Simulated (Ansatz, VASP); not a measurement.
# Cross-check of GaP between VASP and Ansatz, part 2 of 2

Aim: how closely do two programs agree when they are given the same cell, functional and k mesh? The cell is taken from a series of VASP runs on this material, whose earlier steps may have relaxed, scaled or displaced it; both programs get it as it stands.

VASP 6.6.1 and Ansatz 0.2.0.

So far: The structure; VASP: band structure, PBE0.

## 3. Ansatz: band structure, PBE0

Level of this step: Ansatz beside VASP: Kohn-Sham DFT, plane waves, PBE0 (Ansatz).

Ansatz runs on its default PAW (the set named soft_2) files.

The same cell, functional, mesh and smearing now go to Ansatz, which takes its cutoff from its data sets.

File input.yaml:

```yaml
crystal:
  lattice:
    - [0.0, 2.72525, 2.72525]
    - [2.72525, 0.0, 2.72525]
    - [2.72525, 2.72525, 0.0]
  atoms:
    - { symbol: Ga, position: [0.0, 0.0, 0.0] }
    - { symbol: P, position: [0.75, 0.75, 0.75] }
hamiltonian:
  xc: pbe0
  pseudopotentials: { kind: paw }
kpoints:
  mp_grid: { grid: [5, 5, 5] }
  band_path:
    path:
      - [0.0, 0.0, 0.0]
      - [0.44444, 0.0, 0.44444]
      - [0.5, 0.0, 0.5]
      - [0.5, 0.22222, 0.72222]
      - [0.40278, 0.34722, 0.75]
      - [0.125, 0.125, 0.25]
      - [0.27778, 0.27778, 0.27778]
      - [0.55556, 0.38889, 0.55556]
      - [0.58333, 0.25, 0.66667]
      - [0.5, 0.30556, 0.69444]
      - [0.48611, 0.48611, 0.52778]
      - [0.625, 0.25, 0.625]
      - [0.5, 0.0, 0.5]
    npoints: 1
scf:
  occupations: { method: gaussian, width: 0.03 }
  n_extra_bands: 7
output:
  forces: true
  stress: true
  eigenvalues: true
```

Started as:

```
$ ansatz run input.yaml --threads 4 --pin off --max-ram 9216MiB --backend cpu --events-out ev --progress --plain --runs-dir out
```

Numbers of over 12 decimals in the logs are rounded to 6 here.

Output:

```text
Warning: output.stress: scf.convergence.dr2_threshold = 1e-7 eV (the SCF's general default) is looser than the 2e-10 eV advised for a printed stress (1e-10 eV for each atom of the cell: 2). What an SCF threshold leaves in a stress goes as its square root, and in the free energy as the threshold itself, and one threshold admits the most on a small cell: [figures from the program's tests cut] Set scf.convergence.dr2_threshold to 2e-10 eV or tighter. The threshold is an SCF's pass mark: one that does not reach it within its budget of iterations ends unconverged, or closes short of it on a stop that the run arms, and scf.convergence.dr2_threshold's page says what that costs each kind of run
Warning: output.stress: scf.exx.energy_threshold = 1e-6 eV is looser than the 2e-8 eV advised for a stress under a hybrid functional (1e-8 eV for each atom of the cell: 2). Every SCF of the exchange loop can meet its threshold on dr2 while the loop round them stops early: no threshold on dr2 bounds what that leaves in the stress. Set scf.exx.energy_threshold to 2e-8 eV or tighter. The threshold is the loop's pass mark: a loop that does not reach it within its budget of cycles ends unconverged, and scf.exx.energy_threshold's page has the law
scf.n_extra_bands = 7 over 9 filled bands (N_el = 18.0): the run solves 16 bands
Engine: ansatz 0.2.0, aarch64-unknown-linux-gnu
Pseudopotentials: kind: paw
Pseudopotential: Ga, paw, valence charge 13, recommended cutoff 420 eV (normal), Ga.paw.azcp
Pseudopotential: P, paw, valence charge 5, recommended cutoff 420 eV (normal), P.paw.azcp
Functional definition: PBE0
  parameter a = 0.25
  parameter kappa = 0.804
  parameter beta = 0.066725
  exchange = (1 - a)*pbe_x(kappa = kappa, mu = beta*pi^2/3) + a*exact_x
  correlation = pbe_c(beta = beta)
Crystal: 2 atoms, lattice volume = 40.481 Å³
Basis set: ecut = 420 eV, 749 PW (Γ), exchange–correlation on 54×54×54 points (8 copies of the dense FFT grid, shifted against one another)
Bands: 16, of which v1, the nominal top of the filled ones, is band 9 counted from 1 (8 counted from 0)
Symmetry: 24 space group operations
Space group: F-43m (ITA 216), of the structure as read, at distance tolerance 3.4e-5 Å
k-points: 10 of 125 (time reversal used)
Non-local potential: Ga, projectors of the file, l = 0: 2, l = 1: 2, l = 2: 3, l = 3: 1
Non-local potential: P, projectors of the file, l = 0: 2, l = 1: 2, l = 2: 2
PAW form: soft (Blöchl's): semilocal exchange-correlation on the pseudo side does not see the compensation charge
PAW frozen core: Ga, regenerated for the run's functional, and the local potential with it (the file was generated under x = pbe(κ = 0.804, μ = 0.219515), c = pbe(β = 0.066725))
PAW frozen core: P, regenerated for the run's functional, and the local potential with it (the file was generated under x = pbe(κ = 0.804, μ = 0.219515), c = pbe(β = 0.066725))
PAW one-centre angular grid: Ga, 590 points (default); XC on 64 Gauss nodes
PAW one-centre angular grid: P, 110 points (default); XC on 64 Gauss nodes
Initial density: superposition of atomic densities (neutral atoms: chi_scale 0, normalization atom), corrected by the library's trained network
Initial wavefunctions: pseudopotential atomic-orbital guess
Functional: x = pbe(κ = 0.804, μ = 0.219515), c = pbe(β = 0.066725), warm-up for x = 0.75 pbe(κ = 0.804, μ = 0.219515) + 0.25 exact, c = pbe(β = 0.066725)
SCF iter   1: F=—  HF=-4539.502964 eV  |F-HF|=—  |Δ(HF+E_count)|=         —  Δρ=9.09e-4  dr2=4.68e-4  ethr=1.77e-3  ⟨swp⟩=10.5  Hψ=771  notcnv=0
preconditioner: auto → none  [insulator: Δε(μ)=1.584 eV  Ē_g=18.004 eV  σ=0.030 eV  W_gap=1.00  n_scr=14 (ndim 8)  ℏωp=24.8 eV  f_vac=0.011  D(μ)=0.00/eV (n_scr^D=0)]
SCF iter   2: F=-4539.503087 eV  HF=-4539.503065 eV  |F-HF|=2.21e-5  |Δ(HF+E_count)|=   1.01e-4  Δρ=3.45e-4  dr2=5.26e-5  ethr=2.60e-6  ⟨swp⟩=4.6  Hψ=472  notcnv=0  defer=4
SCF 1 stopped early in 2 iterations: F = -4539.503087 eV  dr2 = 5.26e-5
  greatest PAW one-centre occupation: 0.994 electrons in one spin orbital (limit 2), on the Ga atom at site 0 (counted from 0), in its partial waves of l = 2
Initial density: handed on by an earlier stage of this run
Initial wavefunctions: those handed on with the density
Functional: x = 0.75 pbe(κ = 0.804, μ = 0.219515) + 0.25 exact, c = pbe(β = 0.066725)
Frozen-core exchange: fock
SCF iter   1: F=—  HF=-4540.795092 eV  |F-HF|=—  |Δ(HF+E_count)|=         —  Δρ=1.22e-2  dr2=2.40e-2  ethr=2.92e-6  ⟨swp⟩=6.1  Hψ=759  notcnv=0
preconditioner: auto → none  [insulator: Δε(μ)=2.912 eV  Ē_g=21.674 eV  σ=0.030 eV  W_gap=1.00  n_scr=14 (ndim 8)  ℏωp=24.8 eV  f_vac=0.011  D(μ)=0.00/eV (n_scr^D=0)]
SCF iter   2: F=—  HF=-4540.783933 eV  |F-HF|=—  |Δ(HF+E_count)|=   1.12e-2  Δρ=2.59e-3  dr2=2.81e-3  ethr=2.92e-6  ⟨swp⟩=4.0  Hψ=512  notcnv=0
SCF iter   3: F=—  HF=-4540.793006 eV  |F-HF|=—  |Δ(HF+E_count)|=   9.07e-3  Δρ=3.31e-3  dr2=1.68e-3  ethr=2.92e-6  ⟨swp⟩=4.0  Hψ=474  notcnv=0
SCF iter   4: F=—  HF=-4540.792806 eV  |F-HF|=—  |Δ(HF+E_count)|=   2.00e-4  Δρ=1.15e-3  dr2=1.98e-4  ethr=2.92e-6  ⟨swp⟩=3.0  Hψ=301  notcnv=0
SCF iter   5: F=—  HF=-4540.793056 eV  |F-HF|=—  |Δ(HF+E_count)|=   2.50e-4  Δρ=3.35e-4  dr2=2.30e-5  ethr=9.54e-7  ⟨swp⟩=2.8  Hψ=259  notcnv=0
iter 6 solved again at ethr=1.84e-9 eV; its pass at ethr=1.04e-7 eV (dr2=3.32e-7 eV) is discarded
SCF iter   6: F=-4540.793048 eV  HF=-4540.793048 eV  |F-HF|=2.36e-7  |Δ(HF+E_count)|=   7.86e-6  Δρ=2.87e-5  dr2=4.59e-6  ethr=1.84e-9  ⟨swp⟩=4.4  Hψ=723  notcnv=0  defer=3
SCF 2 stopped early in 6 iterations: F = -4540.793048 eV  dr2 = 4.59e-6
  greatest PAW one-centre occupation: 0.995 electrons in one spin orbital (limit 2), on the Ga atom at site 0 (counted from 0), in its partial waves of l = 2
hybrid outer 1: dexx = +1.041e-2 eV, tail = 2.52e-5 eV
Frozen-core exchange: fock
SCF iter   1: F=—  HF=-4540.792934 eV  |F-HF|=—  |Δ(HF+E_count)|=         —  Δρ=4.14e-5  dr2=8.82e-7  ethr=6.99e-7  ⟨swp⟩=3.3  Hψ=346  notcnv=0
preconditioner: auto → none  [insulator: Δε(μ)=2.958 eV  Ē_g=21.504 eV  σ=0.030 eV  W_gap=1.00  n_scr=14 (ndim 8)  ℏωp=24.8 eV  f_vac=0.010  D(μ)=0.00/eV (n_scr^D=0)]
SCF iter   2: F=—  HF=-4540.792935 eV  |F-HF|=—  |Δ(HF+E_count)|=   5.82e-7  Δρ=2.68e-5  dr2=2.93e-7  ethr=4.17e-9  ⟨swp⟩=4.0  Hψ=348  notcnv=0
SCF iter   3: F=—  HF=-4540.792935 eV  |F-HF|=—  |Δ(HF+E_count)|=   8.05e-8  Δρ=1.15e-5  dr2=4.02e-8  ethr=1.36e-9  ⟨swp⟩=2.0  Hψ=251  notcnv=0
SCF iter   4: F=-4540.792935 eV  HF=-4540.792935 eV  |F-HF|=1.06e-10  |Δ(HF+E_count)|=   8.98e-9  Δρ=1.03e-6  dr2=3.91e-9  ethr=2.04e-10  ⟨swp⟩=3.4  Hψ=310  notcnv=0  defer=1
SCF 3 converged in 4 iterations: F = -4540.792935 eV  dr2 = 3.91e-9
  Residual-converged pass: ⟨swp⟩=3.3  Hψ=356  notcnv=0  max |occ|·‖R‖ = 2.4e-6 eV (tolerance 2.4e-6 eV)  dr2=3.86e-9  dr2_onsite=4.21e-10  max |Δocc| = 0.0e0
hybrid outer 2: dexx = +6.794e-7 eV, tail = 2.43e-8 eV, Δε = 2.87e-3 eV (about 1.08e-4 eV left of the loop's levels)
NSCF: frozen V_eff on 13 k-points
hybrid SCF converged: 2 outer / 10 inner (+2 warm-up), last move |dexx| = 6.79e-7 eV, tail = 2.43e-8 eV
Stability not checked: this state was not tested for a lower state beside it, because the functional holds exact exchange (a hybrid, or Hartree-Fock), whose exchange loop this test does not read (fock_operator; see scf.lower_state_search)
Free energy (F): -4540.792935 eV
Frozen-core exchange: fock
Harris-Foulkes:  -4540.792935 eV  (|F-HF|=1.06e-10)
Internal energy: -4540.792935 eV  (E = F + TS)
E sigma→0 (E₀):  -4540.792935 eV
Fermi energy:    7.788527 eV
--- Per-component energies (eV) ---
  E_band       = -102.975608
  E_kinetic    = 185.510373
  E_local      = -2204.218558  (includes V_loc(G=0)·N_el)
  E_nonlocal   = 460.401738
  E_hartree    = 1022.588340
  E_xc         = -100.700124
  E_vxc        = -91.934358  (∫ρ·V_xc dr)
  E_exx        = -63.719885  (= α·E_x^exact, valence–valence)
  E_paw        = -2527.999823  (= ΣΔE_a)
  E_vpaw       = -370.472649  (= ΣTr[D̂ρ^β])
  E_aug_tail   = -0.000106  (compensation charges beyond the density's cutoff)
  E_ewald      = -1312.644944
  E_core_change = -0.009945  (= ΣΔE_core)
  E_smearing   = -0.000000  (= −TS)
  E_closure    = 0.000001  (closes the sum)
  Σ components = -4540.792935   (vs F -4540.792935, Δ=9.09e-13)
--- Forces (eV/Å), atoms counted from 1 ---
  atom   1  Ga    -0.00000000     0.00000000     0.00000000
  atom   2  P      0.00000000    -0.00000000    -0.00000000
  max |Σ_I F_I| component: 5.55e-17 eV/Å
--- Stress (GPa, compression-positive) ---
        0.585935       0.000000      -0.000000
        0.000000       0.585935       0.000000
       -0.000000       0.000000       0.585935
  P = ⅓ Tr σ = 0.5859 GPa (5.859 kbar)
--- Band table (eV; the first three rows and the last of 10) ---
  k-point 0: bands = [... 5 lower, -7.5585, 6.3093, 6.3093, 6.3093, 9.7839, 11.7743, 11.7743, 11.7743, ... 3 higher]
  k-point 1: bands = [... 5 lower, -7.0139, 3.0786, 5.7816, 5.7816, 10.2162, 12.5274, 12.5274, 13.5632, ... 3 higher]
  k-point 2: bands = [... 5 lower, -5.6900, -0.3754, 5.1647, 5.1647, 9.5862, 12.6923, 12.6923, 16.2018, ... 3 higher]
  k-point 9: bands = [... 5 lower, -4.6555, -0.5126, 2.3009, 3.3733, 11.9176, 12.5023, 13.3180, 16.7162, ... 3 higher]
```

Run time: 18 s. Hardware: 4 threads of Arm Neoverse V2, shared host; peak memory 0.75 GiB.

## 4. Differences

Known differences besides the potentials themselves: exact exchange at q = 0 is treated differently, which shows on coarse meshes; VASP keeps PBE cores, Ansatz makes them for the functional; the cutoff is 420 eV in Ansatz and 350 eV in VASP; VASP takes a coarser grid for exact exchange (PRECFOCK = Fast). Total energies have different zeros and are not compared.

Compared:

| quantity | Ansatz | VASP | difference |
| --- | --- | --- | --- |
| gap over the path points (eV) | 2.941 | 2.958 | -0.017 |

Levels at points of the path, from each program's valence-band top (eV; 3 filled, then empty):

```csv
k (reciprocal lattice),Ansatz,VASP
0.000 0.000 0.000,0.00 0.00 0.00 3.48 5.46 5.46,0.00 0.00 0.00 3.49 5.48 5.48
0.444 0.000 0.444,-7.13 -2.90 -2.90 2.94 3.43 12.23,-7.12 -2.90 -2.90 2.96 3.45 12.26
0.500 0.000 0.500,-7.42 -2.96 -2.96 2.97 3.25 12.79,-7.41 -2.95 -2.95 2.99 3.27 12.82
0.500 0.222 0.722,-7.17 -3.93 -3.74 5.97 6.38 8.10,-7.16 -3.92 -3.72 5.99 6.39 8.12
0.403 0.347 0.750,-7.17 -4.33 -2.63 3.83 6.47 9.64,-7.16 -4.31 -2.62 3.85 6.49 9.67
0.125 0.125 0.250,-2.98 -1.43 -0.28 4.67 5.84 6.02,-2.97 -1.41 -0.27 4.69 5.85 6.03
0.278 0.278 0.278,-4.76 -0.83 -0.83 3.61 6.44 6.44,-4.74 -0.82 -0.82 3.63 6.46 6.46
0.556 0.389 0.556,-7.15 -2.94 -1.67 4.30 6.31 7.41,-7.13 -2.93 -1.66 4.32 6.33 7.43
0.583 0.250 0.667,-7.17 -4.30 -2.79 4.10 6.49 9.30,-7.16 -4.28 -2.78 4.11 6.51 9.33
0.500 0.306 0.694,-7.07 -4.19 -3.12 5.77 6.48 7.75,-7.05 -4.17 -3.10 5.78 6.49 7.77
```

Among the levels compared at these points, filled levels agree within 19 meV and empty ones within 33 meV.

## 5. What came out

```yaml
difference_in_gap_over_the_path_points_band_structure_pbe0: -0.017 eV
```

In words: The difference in gap over the path points is -0.017 eV (band structure, PBE0), within the 0.08 eV picked in this series as the mark of a large difference. Such differences can come from data sets, numerical settings and the points named under the comparisons, not from the functional's error against experiment.

[Lines on the potential files, build, host, timing and source positions are cut from VASP's logs without a mark.]

[Logs are printed without paths, hosts, clocks, repeated set-up lines and the standing remarks that a program may print on its own settings, such as how far it seeks lower states.]

[Hosts, paths, dates, database ids (printed as entryN), source tags and the programs' standing remarks are cut or masked in the printed files.]
